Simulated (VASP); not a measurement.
# Ru (P6_3/mmc) in VASP: a series of runs, part 2 of 2

VASP 6.6.1.

## 4. Single point, PBEsol (grid = ENCUT=400 dk=0.35 cell=2x2x2 ISMEAR=1 SIGMA=0.1 LREAL=Auto EDIFF=1e-06)

The input, INCAR:

```
SYSTEM = Ru
PREC     = Accurate       ! precision mode
ENCUT    = 400            ! plane-wave cutoff, eV
EDIFF    = 1E-6           ! SCF threshold, eV
ISMEAR   = 1              ! smearing method
SIGMA    = 0.1            ! smearing width, eV
LREAL    = Auto         
LASPH    = .True.         ! aspherical terms in the spheres
NELM     = 120            ! most SCF steps
ALGO     = Fast           ! electronic algorithm
ISIF     = 2              ! what is computed and relaxed
LWAVE    = .False.        ! write WAVECAR
LCHARG   = .False.        ! write CHGCAR
GGA      = PS             ! functional
NBANDS   = 128            ! bands
```

The input, KPOINTS:

```
regular mesh
0
Gamma
  4 4 3
  0 0 0
```

The input, POSCAR:

```
Ru
1.0
    5.4116000000      0.0000000000      0.0000000000
   -2.7058000000      4.6865830752      0.0000000000
    0.0000000000      0.0000000000      8.5638000000
Ru
16
Direct
    0.3333333334      0.1666666666      0.3750000000
    0.3333333334      0.1666666666      0.8750000000
    0.3333333334      0.6666666666      0.3750000000
    0.3333333334      0.6666666666      0.8750000000
    0.8333333333      0.1666666666      0.3750000000
    0.8333333333      0.1666666666      0.8750000000
    0.8333333333      0.6666666666      0.3750000000
    0.8333333333      0.6666666666      0.8750000000
    0.1666666666      0.3333333334      0.1250000000
    0.1666666666      0.3333333334      0.6250000000
    0.1666666666      0.8333333333      0.1250000000
    0.1666666666      0.8333333333      0.6250000000
    0.6666666666      0.3333333334      0.1250000000
    0.6666666666      0.3333333334      0.6250000000
    0.6666666666      0.8333333333      0.1250000000
    0.6666666666      0.8333333333      0.6250000000
```

Potentials or basis: VASP PAW PBE potentials, release 64 (Ru_pv).

Started as:

```bash
cat potpaw_PBE.64/Ru_pv/POTCAR > POTCAR
mpirun -np 1 vasp_std > vasp.out
```

OUTCAR:

```text
SYSTEM = Ru
   PREC = Accurate
   ENCUT = 400
   EDIFF = 1E-6
   ISMEAR = 1
   LREAL = Auto
   LASPH = .True.
   NELM = 120
   ISIF = 2
   GGA = PS

 Found      8 irreducible k-points:

 Following reciprocal coordinates:
            Coordinates               Weight
  0.000000  0.000000  0.000000      1.000000
  0.250000  0.000000  0.000000      6.000000
  0.500000  0.000000  0.000000      3.000000
  0.250000  0.250000  0.000000      6.000000
  0.000000  0.000000  0.333333      2.000000
  0.250000  0.000000  0.333333     12.000000
   k-points           NKPTS =      8   k-points in BZ     NKDIM =      8   number of bands    NBANDS=    128
   number of dos      NEDOS =    301   number of ions     NIONS =     16
   total plane-waves  NPLWV =  72576
   dimension x,y,z NGX =    36 NGY =   36 NGZ =   56
   dimension x,y,z NGXF=    72 NGYF=   72 NGZF=  112
   ions per type =              16
   NGX,Y,Z   is equivalent  to a cutoff of  11.06, 11.06, 10.87 a.u.
   NGXF,Y,Z  is equivalent  to a cutoff of  22.12, 22.12, 21.74 a.u.
 SYSTEM =  Ru
   PREC   = accura    normal or accurate (medium, high low for compatibility)
   ISTART =      0    job   : 0-new  1-cont  2-samecut
   ICHARG =      2    charge: 1-file 2-atom 10-const
   ISPIN  =      1    spin polarized calculation?
   LNONCOLLINEAR =      F non collinear calculations
   LSORBIT =      F    spin-orbit coupling
   LASPH  =      T    aspherical Exc in radial PAW
   ENCUT  =  400.0 eV  29.40 Ry    5.42 a.u.   8.82  8.82 13.97*2*pi/ulx,y,z
   NELM   =    120;   NELMIN=  2; NELMDL= -5     # of ELM steps
   EDIFF  = 0.1E-05   stopping-criterion for ELM
   LREAL  =      T    real-space projection
   EDIFFG = 0.1E-04   stopping-criterion for IOM
   NSW    =      0    number of steps for IOM
   IBRION =     -1    ionic relax: 0-MD 1-quasi-New 2-CG
   NFREE  =      0    steps in history (QN), initial steepest desc. (CG)
   ISIF   =      2    stress and relaxation
   ISYM   =      2    0-nonsym 1-usesym 2-fastsym
   POTIM  = 0.5000    time-step for ionic-motion
   TEBEG  =    0.0;   TEEND  =   0.0 temperature during run
   PSTRESS=    0.0 pullay stress
   NELECT =     224.0000    total number of electrons
   NUPDOWN=      -1.0000    fix difference up-down
   EMIN   =  10.00;   EMAX   =-10.00  energy-range for DOS
   EFERMI =   0.00;   METHOD = LEGACY
   ISMEAR =     1;   SIGMA  =   0.10  broadening in eV -4-tet -1-fermi 0-gaus
   EFERMI_NEDOS =   21; number of points for ismear=-14 and -15
   IALGO  =     68    algorithm
   IMIX   =      4    mixing-type and parameters
     AMIX     =   0.40;   BMIX     =  1.00
     AMIX_MAG =   1.60;   BMIX_MAG =  1.00
  volume/ion in A,a.u.               =      13.57        91.61
  Fermi-wavevector in a.u.,A,eV,Ry     =   1.654022  3.125649 37.222674  2.735789
  Thomas-Fermi vector in A             =   2.742361
   LORBIT       =      0    0 simple, 1 ext, 2 COOP (PROOUT), +10 PAW based schemes
   GGA     = PS    functional components
   LHFCALC =     F    Hartree Fock is set to
   AEXX    =    0.0000 exact exchange contribution
   IVDW    =     0    specifies the selected vdW correction
   LEPSILON=     F    determine dielectric tensor
   LRPA    =     F    only Hartree local field effects (RPA)
 non-spin polarized calculation
 RMM-DIIS sequential band-by-band and
 Methfessel and Paxton  Order N= 1 SIGMA  =   0.10
  energy-cutoff  :      400.00
  volume of cell :      217.19
 maximum number of plane-waves:      3981
 NGX is ok and might be reduce to    36
   NGX = 17   NGY = 17   NGZ = 27

 number of electron     224.0000058 magnetization

 Free energy of the ion-electron system (eV)
  ---------------------------------------------------
  ext. energy  EPLUGINS =         0.00000000
  ---------------------------------------------------
  free energy    TOTEN  =      -162.77230043 eV

  energy without entropy =     -162.74654729  energy(sigma->0) =     -162.76371605

 E-fermi :  12.6490     XC(G=0): -14.2805

 val. band max:       12.6367017639   @ k =   0.2500   0.0000   0.3333
 cond. band min:      12.6554840945   @ k =   0.2500   0.2500   0.3333
 fundamental gap:      0.0187823306
 Fermi energy:        12.6489863462

 k-point     1 :       0.0000    0.0000    0.0000
  band No.  band energies     occupation
      1     -30.8982      2.00000
      2     -30.7850      2.00000
      3     -30.7850      2.00000
      4     -30.7850      2.00000
      5     -30.7850      2.00000
      6     -30.7850      2.00000
[... 116 lines left out ...]
    123      14.4153     -0.00000
    124      14.4212     -0.00000

 k-point     2 :       0.2500    0.0000    0.0000
  band No.  band energies     occupation
      1     -30.8458      2.00000
      2     -30.7328      2.00000
      3     -30.7328      2.00000
      4     -30.7328      2.00000
      5     -30.7328      2.00000
      6     -30.6942      2.00000
[... 116 lines left out ...]
    123      14.1998     -0.00000
    124      14.2123     -0.00000

 k-point     3 :       0.5000    0.0000    0.0000
  band No.  band energies     occupation
      1     -30.7037      2.00000
      2     -30.7037      2.00000
      3     -30.6660      2.00000
      4     -30.6660      2.00000
      5     -30.6660      2.00000
      6     -30.6660      2.00000
[... 116 lines left out ...]
    123      14.2827     -0.00000
    124      14.3070     -0.00000

 k-point     4 :       0.2500    0.2500    0.0000
  band No.  band energies     occupation
      1     -30.7480      2.00000
      2     -30.6749      2.00000
      3     -30.6749      2.00000
      4     -30.6013      2.00000
      5     -30.6013      2.00000
      6     -30.6013      2.00000
[... 116 lines left out ...]
    123      14.0690     -0.00000
    124      14.1043     -0.00000

 k-point     5 :       0.0000    0.0000    0.3333
  band No.  band energies     occupation
      1     -30.8255      2.00000
      2     -30.8058      2.00000
      3     -30.8058      2.00000
      4     -30.8058      2.00000
      5     -30.7535      2.00000
      6     -30.7535      2.00000
[... 116 lines left out ...]
    123      14.3688     -0.00000
    124      14.3765     -0.00000

 k-point     6 :       0.2500    0.0000    0.3333
  band No.  band energies     occupation
      1     -30.7826      2.00000
      2     -30.7497      2.00000
      3     -30.7497      2.00000
      4     -30.7288      2.00000
      5     -30.6957      2.00000
      6     -30.6957      2.00000
[... 116 lines left out ...]
    123      13.9543     -0.00000
    124      13.9562     -0.00000

 [... further k-points ...]

 [bands above 124 left out]

------------------------ aborting loop because EDIFF is reached ----------------------------------------

  FORCE on cell =-STRESS in cart. coord.  units (eV):
  Direction    XX          YY          ZZ          XY          YZ          ZX
  --------------------------------------------------------------------------------------
  -------------------------------------------------------------------------------------
  Total       -9.6561040     -9.6561040    -11.1319583      0.0000000     -0.0000000      0.0000000
  in kB      -71.2301720    -71.2301720    -82.1171047      0.0000000     -0.0000000      0.0000000
  external PRESSURE =     -74.8591496 kB  Pullay stress =       0.0000000 kB

 VOLUME and BASIS-vectors are now :
 -----------------------------------------------------------------------------
  energy-cutoff  :      400.00
  volume of cell :      217.19
      direct lattice vectors                 reciprocal lattice vectors
     5.411600000  0.000000000  0.000000000     0.184788233  0.106687536  0.000000000
    -2.705800000  4.686583075  0.000000000     0.000000000  0.213375072  0.000000000
     0.000000000  0.000000000  8.563800000     0.000000000  0.000000000  0.116770592

 POSITION                                       TOTAL-FORCE (eV/Angst)
 -----------------------------------------------------------------------------------
      1.35290      0.78110      3.21143         0.000000     -0.000000     -0.000000
      1.35290      0.78110      7.49333        -0.000000     -0.000000     -0.000000
      0.00000      3.12439      3.21143         0.000000      0.000000      0.000000
      0.00000      3.12439      7.49333         0.000000      0.000000     -0.000000
      4.05870      0.78110      3.21143        -0.000000     -0.000000      0.000000
      4.05870      0.78110      7.49333         0.000000     -0.000000     -0.000000
[... 8 lines left out ...]
      1.35290      3.90549      1.07048         0.000000     -0.000000      0.000000
      1.35290      3.90549      5.35238         0.000000      0.000000      0.000000
 -----------------------------------------------------------------------------------
    total drift:                                0.000001      0.000002      0.000000

  FREE ENERGIE OF THE ION-ELECTRON SYSTEM (eV)
  ---------------------------------------------------
  free  energy   TOTEN  =      -162.7723004275 eV

  energy  without entropy=     -162.7465472940  energy(sigma->0) =     -162.76371605
```

It took 8.9 min on 1 thread of Intel Xeon Platinum 8375C at 2.90GHz (Ice Lake), shared host; peak memory 0.31 GiB.

These settings aren't checked as converged: the numbers below hold their error.

Results:

| Property | Result |
| --- | --- |
| Free energy | -162.7723 eV |
| Pressure | -7.5 GPa |
| Band gap on the k mesh | none (metal or under the smearing width) |

Caveat: the PAW data sets were made with another functional, which shifts forces and pressure a little.

## 5. Single point, PBEsol (grid = ENCUT=460 dk=0.35 cell=2x2x2 ISMEAR=1 SIGMA=0.1 LREAL=Auto EDIFF=1e-06)

INCAR, as its differences from that of step 4:

```diff
@@ -2,3 +2,3 @@
 PREC     = Accurate       ! precision mode
-ENCUT    = 400            ! plane-wave cutoff, eV
+ENCUT    = 460            ! plane-wave cutoff, eV
 EDIFF    = 1E-6           ! SCF threshold, eV
```

KPOINTS is that of step 4.

POSCAR is that of step 4.

Started as:

```bash
cat potpaw_PBE.64/Ru_pv/POTCAR > POTCAR
mpirun -np 1 vasp_std > vasp.out
```

Wall time 9 min (1 thread of Intel Xeon Platinum 8375C at 2.90GHz (Ice Lake), shared host); peak memory 0.36 GiB.

These settings aren't checked as converged: the numbers below hold their error.

Results:

| Item | Value |
| --- | --- |
| Free energy | -162.7775 eV |
| Pressure | -6.8 GPa |
| Band gap on the k mesh | none (metal or under the smearing width) |

Caveat: the PAW data sets were made with another functional, which shifts forces and pressure a little.

## 6. Single point, PBEsol (grid = ENCUT=520 dk=0.35 cell=2x2x2 ISMEAR=1 SIGMA=0.1 LREAL=Auto EDIFF=1e-06)

INCAR, as its differences from that of step 5:

```diff
@@ -2,3 +2,3 @@
 PREC     = Accurate       ! precision mode
-ENCUT    = 460            ! plane-wave cutoff, eV
+ENCUT    = 520            ! plane-wave cutoff, eV
 EDIFF    = 1E-6           ! SCF threshold, eV
```

KPOINTS is that of step 5.

POSCAR is that of step 5.

Potentials or basis: VASP PAW PBE potentials, release 64 (Ru_pv).

Started as:

```bash
cat potpaw_PBE.64/Ru_pv/POTCAR > POTCAR
mpirun -np 1 vasp_std > vasp.out
```

Wall time 11 min (1 thread of Intel Xeon Platinum 8375C at 2.90GHz (Ice Lake), shared host); peak memory 0.39 GiB.

The run converged, but some of its settings lie outside the range that counts as converged, so its numbers aren't taken as properties of the crystal.

Results:

| Quantity | Value |
| --- | --- |
| Free energy | -162.7846 eV |
| Pressure | -6.7 GPa |
| Band gap on the k mesh | none (metal or under the smearing width) |

Caveat: the PAW data sets were made with another functional, which shifts forces and pressure a little.

## 7. For comparison

An earlier run on the cell as given: functional PBE; potentials or basis VASP PAW PBE potentials, release 64 (Ru_pv); cutoff 520 eV; k mesh 11 × 11 × 6; occupations fermi-dirac, width 0.05 eV; no spin polarisation.

* Pressure: 4.5 GPa
* Band gap on the k mesh: none (metal or under the smearing width)
